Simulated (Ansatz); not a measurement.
**Sn: eigenvalues along the path**

```xyz
2
Lattice="-2.9609 2.9291 1.5906 2.9291 -2.9609 1.5906 2.9026 2.9026 -1.6490" Properties=species:S:1:pos:R:3 pbc="T T T"
Sn    0.0000    0.0000    0.0000
Sn   -0.0371    2.9079    0.7662
```

Atoms are numbered in the order listed.

The cell is COD entry 1534488, as deposited and not checked against the literature; nothing was relaxed. The listed cell was then made from it by scaling, straining or moving an atom.

Spin–orbit coupling is left out, though it moves levels of the heavy atoms by tenths of an eV or more.

The calculation used DFT, PBE, all-electron LAPW, scalar-relativistic (Ansatz 0.2.0).

The runs use a Γ-centred 15×15×15 k mesh, Fermi–Dirac smearing of 0.05 eV, basis error target 0.5 meV/atom, no spin polarisation.

Path points, in fractions of the reciprocal vectors: Γ (0.000, 0.000, 0.000), Y (0.500, -0.500, 0.000), M (0.500, -0.500, 0.500), A (0.000, 0.000, 0.500), L2 (0.500, 0.000, 0.000), V2 (0.500, 0.000, -0.500). Levels in eV from the Fermi level; bands 9 to 25, counted from the lowest band of the run. The gap is zero.

```
# k(1/Å) point b9 b10 b11 b12 b13 b14 b15 b16 b17 b18 b19 b20 b21 b22 b23 b24 b25
0.000 Γ -21.67 -21.59 -21.55 -21.53 -21.38 -21.38 -21.37 -21.37 -21.28 -21.17 -11.17 -3.62 -2.13 -1.84 2.98 6.22 6.30
0.151 - -21.67 -21.59 -21.54 -21.54 -21.39 -21.38 -21.37 -21.37 -21.29 -21.18 -11.08 -4.42 -1.73 -1.47 3.35 5.44 5.81
0.302 - -21.64 -21.59 -21.55 -21.52 -21.40 -21.37 -21.36 -21.36 -21.30 -21.20 -10.81 -5.67 -1.42 -0.58 4.19 4.44 4.80
0.453 - -21.60 -21.60 -21.56 -21.49 -21.42 -21.37 -21.35 -21.34 -21.32 -21.24 -10.37 -6.89 -0.90 0.19 2.92 3.70 6.05
0.603 - -21.60 -21.58 -21.56 -21.46 -21.45 -21.38 -21.35 -21.33 -21.32 -21.27 -9.75 -7.99 -0.19 0.93 1.74 2.67 5.82
0.754 Y -21.60 -21.58 -21.51 -21.50 -21.42 -21.41 -21.34 -21.33 -21.30 -21.30 -8.97 -8.94 0.69 0.71 1.74 1.75 5.74
0.908 - -21.60 -21.58 -21.51 -21.49 -21.42 -21.41 -21.35 -21.34 -21.30 -21.30 -8.88 -8.85 -0.59 -0.58 3.16 3.17 5.66
1.062 - -21.60 -21.59 -21.48 -21.48 -21.41 -21.40 -21.35 -21.34 -21.32 -21.32 -8.63 -8.60 -2.11 -2.09 4.91 5.01 5.64
1.216 - -21.60 -21.59 -21.46 -21.45 -21.41 -21.40 -21.36 -21.35 -21.33 -21.33 -8.24 -8.21 -3.43 -3.41 5.11 5.38 7.19
1.370 - -21.60 -21.60 -21.43 -21.42 -21.40 -21.40 -21.37 -21.36 -21.36 -21.36 -7.79 -7.78 -4.42 -4.41 5.02 5.16 8.78
1.524 M -21.60 -21.60 -21.41 -21.41 -21.39 -21.39 -21.38 -21.38 -21.37 -21.37 -7.55 -7.55 -4.83 -4.83 5.02 5.02 9.41
1.675 - -21.60 -21.60 -21.43 -21.43 -21.40 -21.40 -21.37 -21.37 -21.36 -21.36 -7.77 -7.77 -4.44 -4.44 5.08 5.08 8.60
1.826 - -21.60 -21.60 -21.45 -21.45 -21.40 -21.40 -21.36 -21.36 -21.34 -21.34 -8.18 -8.18 -3.49 -3.49 5.22 5.22 6.87
1.977 - -21.60 -21.60 -21.48 -21.48 -21.41 -21.41 -21.35 -21.35 -21.32 -21.32 -8.55 -8.55 -2.23 -2.23 4.68 4.68 5.70
2.128 - -21.59 -21.59 -21.50 -21.50 -21.41 -21.41 -21.34 -21.34 -21.31 -21.31 -8.79 -8.79 -0.76 -0.76 2.86 2.86 5.87
2.278 A -21.59 -21.59 -21.50 -21.50 -21.41 -21.41 -21.34 -21.34 -21.30 -21.30 -8.87 -8.87 0.50 0.50 1.45 1.45 5.97
2.432 - -21.59 -21.58 -21.55 -21.46 -21.45 -21.38 -21.35 -21.34 -21.32 -21.27 -9.69 -7.88 -0.42 0.64 1.59 2.39 6.02
2.586 - -21.61 -21.59 -21.56 -21.49 -21.42 -21.36 -21.36 -21.34 -21.32 -21.24 -10.34 -6.75 -1.16 -0.05 2.82 3.46 6.21
2.740 - -21.64 -21.59 -21.55 -21.52 -21.40 -21.37 -21.36 -21.36 -21.30 -21.21 -10.80 -5.52 -1.70 -0.69 4.14 4.62 4.74
2.894 - -21.67 -21.59 -21.54 -21.54 -21.39 -21.38 -21.37 -21.37 -21.29 -21.18 -11.07 -4.31 -2.02 -1.37 3.45 5.45 5.70
3.048 Γ -21.67 -21.59 -21.55 -21.53 -21.38 -21.38 -21.37 -21.37 -21.28 -21.17 -11.17 -3.62 -2.13 -1.84 2.98 6.22 6.30
3.275 - -21.67 -21.57 -21.54 -21.51 -21.40 -21.40 -21.37 -21.37 -21.29 -21.18 -10.96 -3.90 -2.00 -1.30 3.33 5.12 5.38
3.502 - -21.65 -21.52 -21.52 -21.47 -21.43 -21.40 -21.39 -21.38 -21.30 -21.20 -10.36 -4.20 -1.91 0.06 2.39 3.08 4.26
3.729 - -21.62 -21.50 -21.49 -21.47 -21.45 -21.41 -21.37 -21.33 -21.31 -21.22 -9.35 -4.25 -1.71 -0.44 0.79 2.05 3.80
3.956 - -21.60 -21.51 -21.50 -21.48 -21.44 -21.42 -21.33 -21.32 -21.28 -21.24 -8.00 -4.46 -2.30 -1.41 -0.81 2.66 2.72
4.183 L2 -21.59 -21.53 -21.51 -21.47 -21.43 -21.43 -21.34 -21.29 -21.28 -21.24 -6.85 -5.39 -2.40 -1.76 -1.23 2.18 2.63
5.318 Γ -21.67 -21.59 -21.55 -21.53 -21.38 -21.38 -21.37 -21.37 -21.28 -21.17 -11.17 -3.62 -2.13 -1.84 2.98 6.22 6.30
5.541 - -21.67 -21.57 -21.54 -21.51 -21.40 -21.39 -21.38 -21.37 -21.29 -21.18 -10.97 -3.86 -1.97 -1.35 3.29 4.91 5.40
5.764 - -21.65 -21.52 -21.52 -21.47 -21.42 -21.39 -21.39 -21.38 -21.30 -21.19 -10.38 -4.12 -1.84 -0.08 2.11 3.18 4.14
5.987 - -21.63 -21.50 -21.49 -21.47 -21.45 -21.41 -21.37 -21.34 -21.31 -21.22 -9.41 -4.16 -1.59 -0.66 0.81 2.01 3.91
6.210 - -21.61 -21.51 -21.50 -21.47 -21.45 -21.43 -21.33 -21.32 -21.28 -21.23 -8.11 -4.48 -2.32 -1.28 -0.68 2.79 3.07
6.433 V2 -21.60 -21.53 -21.51 -21.47 -21.44 -21.43 -21.33 -21.29 -21.28 -21.24 -7.04 -5.45 -2.24 -1.73 -1.01 2.31 3.10
```
